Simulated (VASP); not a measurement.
# InPd in VASP: further runs, part 2 of 2

VASP 6.6.1. Earlier steps stand in the parts before.

## (3) Single point, r2SCAN

File INCAR:

```
  PREC = Normal
  ENCUT = 400
  EDIFF = 1E-6
  ISMEAR = 0
  SIGMA = 0.15
  LREAL = F
  LASPH = T
  NELM = 100
  ALGO = Normal
  ISIF = 2
  LWAVE = F
  LCHARG = F
  METAGGA = R2SCAN
  LMIXTAU = T
  ADDGRID = F
```

File KPOINTS:

```
regular mesh
0
Gamma
  6 6 6
```

File POSCAR:

```
InPd
1.0
    3.2718847800      0.0000000000      0.0000000000
    0.0000000000      3.2718847800      0.0000000000
    0.0000000000      0.0000000000      3.2718847800
In Pd
1 1
Direct
    0.0076950000     -0.0345290000      0.0307480000
    0.5133770000      0.5169540000      0.5028010000
```

Potentials or basis: VASP PAW PBE potentials, release 64 (In_d, Pd).

Started as:

```sh
$ cat potpaw_PBE.64/In_d/POTCAR potpaw_PBE.64/Pd/POTCAR > POTCAR
$ mpirun -np 1 vasp_std > vasp.out
```

OUTCAR:

```text
PREC = Normal
   ENCUT = 400
   EDIFF = 1E-6
   ISMEAR = 0
   LREAL = F
   LASPH = T
   NELM = 100
   ISIF = 2
   METAGGA = R2SCAN

 Found    112 irreducible k-points:

 Following reciprocal coordinates:
            Coordinates               Weight
  0.000000  0.000000  0.000000      1.000000
  0.166667  0.000000  0.000000      2.000000
  0.000000  0.166667  0.000000      2.000000
  0.000000  0.000000  0.166667      2.000000
  0.333333  0.000000  0.000000      2.000000
  0.000000  0.333333  0.000000      2.000000
   k-points           NKPTS =    112   k-points in BZ     NKDIM =    112   number of bands    NBANDS=     15
   number of dos      NEDOS =    301   number of ions     NIONS =      2
   total plane-waves  NPLWV =   4096
   dimension x,y,z NGX =    16 NGY =   16 NGZ =   16
   dimension x,y,z NGXF=    32 NGYF=   32 NGZF=   32
   ions per type =               1   1
   NGX,Y,Z   is equivalent  to a cutoff of   8.13,  8.13,  8.13 a.u.
   NGXF,Y,Z  is equivalent  to a cutoff of  16.26, 16.26, 16.26 a.u.
 SYSTEM =  unknown system
   PREC   = normal    normal or accurate (medium, high low for compatibility)
   ISTART =      0    job   : 0-new  1-cont  2-samecut
   ICHARG =      2    charge: 1-file 2-atom 10-const
   ISPIN  =      1    spin polarized calculation?
   LNONCOLLINEAR =      F non collinear calculations
   LSORBIT =      F    spin-orbit coupling
   LASPH  =      T    aspherical Exc in radial PAW
   ENCUT  =  400.0 eV  29.40 Ry    5.42 a.u.   5.34  5.34  5.34*2*pi/ulx,y,z
   NELM   =    100;   NELMIN=  2; NELMDL= -5     # of ELM steps
   EDIFF  = 0.1E-05   stopping-criterion for ELM
   LREAL  =      F    real-space projection
   EDIFFG = 0.1E-04   stopping-criterion for IOM
   NSW    =      0    number of steps for IOM
   IBRION =     -1    ionic relax: 0-MD 1-quasi-New 2-CG
   NFREE  =      0    steps in history (QN), initial steepest desc. (CG)
   ISIF   =      2    stress and relaxation
   ISYM   =      2    0-nonsym 1-usesym 2-fastsym
   POTIM  = 0.5000    time-step for ionic-motion
   TEBEG  =    0.0;   TEEND  =   0.0 temperature during run
   PSTRESS=    0.0 pullay stress
   NELECT =      23.0000    total number of electrons
   NUPDOWN=      -1.0000    fix difference up-down
   EMIN   =  10.00;   EMAX   =-10.00  energy-range for DOS
   EFERMI =   0.00;   METHOD = LEGACY
   ISMEAR =     0;   SIGMA  =   0.15  broadening in eV -4-tet -1-fermi 0-gaus
   EFERMI_NEDOS =   21; number of points for ismear=-14 and -15
   IALGO  =     38    algorithm
   IMIX   =      4    mixing-type and parameters
     AMIX     =   0.40;   BMIX     =  1.00
     AMIX_MAG =   1.60;   BMIX_MAG =  1.00
  volume/ion in A,a.u.               =      17.51       118.18
  Fermi-wavevector in a.u.,A,eV,Ry     =   1.422938  2.688964 27.548447  2.024754
  Thomas-Fermi vector in A             =   2.543589
   LORBIT       =      0    0 simple, 1 ext, 2 COOP (PROOUT), +10 PAW based schemes
   METAGGA = R2SCAN    functional components
   LHFCALC =     F    Hartree Fock is set to
   AEXX    =    0.0000 exact exchange contribution
   IVDW    =     0    specifies the selected vdW correction
   LEPSILON=     F    determine dielectric tensor
   LRPA    =     F    only Hartree local field effects (RPA)
 non-spin polarized calculation
 Gauss-broadening in eV      SIGMA  =   0.15
  energy-cutoff  :      400.00
  volume of cell :       35.03
 maximum number of plane-waves:       655
   NGX = 11   NGY = 11   NGZ = 11

 number of electron      22.9999984 magnetization

 Free energy of the ion-electron system (eV)
  ---------------------------------------------------
  ext. energy  EPLUGINS =         0.00000000
  ---------------------------------------------------
  free energy    TOTEN  =       -46.53484413 eV

  energy without entropy =      -46.52654329  energy(sigma->0) =      -46.53069371

 E-fermi :  10.4603     XC(G=0): -13.2343

 val. band max:       10.3397991677   @ k =  -0.3333   0.0000   0.3333
 cond. band min:      10.5289031756   @ k =   0.5000  -0.3333   0.3333
 fundamental gap:      0.1891040079
 Fermi energy:        10.4603209982

 k-point     1 :       0.0000    0.0000    0.0000
  band No.  band energies     occupation
      1      -5.1394      2.00000
      2      -5.1380      2.00000
      3      -4.7273      2.00000
      4      -4.7098      2.00000
      5      -4.7035      2.00000
      6      -0.0412      2.00000
      7       6.3245      2.00000
      8       6.3430      2.00000
      9       7.9480      2.00000
     10       7.9545      2.00000
     11       7.9595      2.00000
     12      14.9394      0.00000
     13      14.9786      0.00000
     14      15.0773      0.00000
     15      20.4087      0.00000

 k-point     2 :       0.1667    0.0000    0.0000
  band No.  band energies     occupation
      1      -5.1246      2.00000
      2      -5.0459      2.00000
      3      -4.7546      2.00000
      4      -4.7334      2.00000
      5      -4.7035      2.00000
      6       0.4200      2.00000
      7       6.3420      2.00000
      8       6.3872      2.00000
      9       7.6531      2.00000
     10       7.6819      2.00000
     11       7.9481      2.00000
     12      12.5159      0.00000
     13      15.8434      0.00000
     14      15.9172      0.00000
     15      20.7286      0.00000

 k-point     3 :       0.0000    0.1667    0.0000
  band No.  band energies     occupation
      1      -5.1246      2.00000
      2      -5.0467      2.00000
      3      -4.7450      2.00000
      4      -4.7384      2.00000
      5      -4.7065      2.00000
      6       0.4177      2.00000
      7       6.3517      2.00000
      8       6.3749      2.00000
      9       7.6589      2.00000
     10       7.6673      2.00000
     11       7.9394      2.00000
     12      12.5935      0.00000
     13      15.8048      0.00000
     14      15.8328      0.00000
     15      20.8455      0.00000

 k-point     4 :       0.0000    0.0000    0.1667
  band No.  band energies     occupation
      1      -5.1243      2.00000
      2      -5.0465      2.00000
      3      -4.7494      2.00000
      4      -4.7389      2.00000
      5      -4.7029      2.00000
      6       0.4194      2.00000
      7       6.3440      2.00000
      8       6.3846      2.00000
      9       7.6531      2.00000
     10       7.6794      2.00000
     11       7.9453      2.00000
     12      12.5387      0.00000
     13      15.8143      0.00000
     14      15.9114      0.00000
     15      20.7451      0.00000

 k-point     5 :       0.3333    0.0000    0.0000
  band No.  band energies     occupation
      1      -5.0965      2.00000
      2      -4.8608      2.00000
      3      -4.8087      2.00000
      4      -4.7927      2.00000
      5      -4.6907      2.00000
      6       1.7757      2.00000
      7       5.8899      2.00000
      8       6.3786      2.00000
      9       7.1694      2.00000
     10       7.2180      2.00000
     11       7.9306      2.00000
     12       9.8241      2.00000
     13      17.9530      0.00000
     14      18.0316      0.00000
     15      20.7269      0.00000

 k-point     6 :       0.0000    0.3333    0.0000
  band No.  band energies     occupation
      1      -5.0946      2.00000
      2      -4.8654      2.00000
      3      -4.7984      2.00000
      4      -4.7951      2.00000
      5      -4.6935      2.00000
      6       1.7645      2.00000
      7       5.8965      2.00000
      8       6.3719      2.00000
      9       7.1707      2.00000
     10       7.1888      2.00000
     11       7.9086      2.00000
     12       9.8803      2.00000
     13      17.9648      0.00000
     14      17.9807      0.00000
     15      20.7971      0.00000

 [... further k-points ...]

------------------------ aborting loop because EDIFF is reached ----------------------------------------

  FORCE on cell =-STRESS in cart. coord.  units (eV):
  Direction    XX          YY          ZZ          XY          YZ          ZX
  --------------------------------------------------------------------------------------
  -------------------------------------------------------------------------------------
  Total        0.5106819      0.2836017      0.4337059      0.0728549     -0.3527814     -0.0430772
  in kB       23.3596887     12.9725497     19.8386425      3.3325395    -16.1369789     -1.9704458
  external PRESSURE =      18.7236269 kB  Pullay stress =       0.0000000 kB

 VOLUME and BASIS-vectors are now :
 -----------------------------------------------------------------------------
  energy-cutoff  :      400.00
  volume of cell :       35.03
      direct lattice vectors                 reciprocal lattice vectors
     3.271884780  0.000000000  0.000000000     0.305634234  0.000000000  0.000000000
     0.000000000  3.271884780  0.000000000     0.000000000  0.305634234  0.000000000
     0.000000000  0.000000000  3.271884780     0.000000000  0.000000000  0.305634234

 POSITION                                       TOTAL-FORCE (eV/Angst)
 -----------------------------------------------------------------------------------
      0.02518      3.15891      0.10060         0.091188      0.711142     -0.422065
      1.67971      1.69141      1.64511        -0.091188     -0.711142      0.422065
 -----------------------------------------------------------------------------------
    total drift:                                0.005552     -0.000286     -0.000529

  FREE ENERGIE OF THE ION-ELECTRON SYSTEM (eV)
  ---------------------------------------------------
  free  energy   TOTEN  =       -46.5348441317 eV

  energy  without entropy=      -46.5265432880  energy(sigma->0) =      -46.53069371
```

Run time: 23 s. Hardware: 1 thread of Intel Xeon 6975P-C (Granite Rapids), shared host; peak memory 0.15 GiB.

The run converged, but some of its settings lie outside the range that counts as converged, so its numbers aren't taken as properties of the crystal.

Results:

```yaml
Free_energy: -46.5348 eV
Pressure: 1.9 GPa
Largest_force: 0.832 eV/Å
Band_gap_on_the_k_mesh: none (metal or under the smearing width)
```

Caveat: the PAW data sets were made with another functional, which shifts forces and pressure a little.
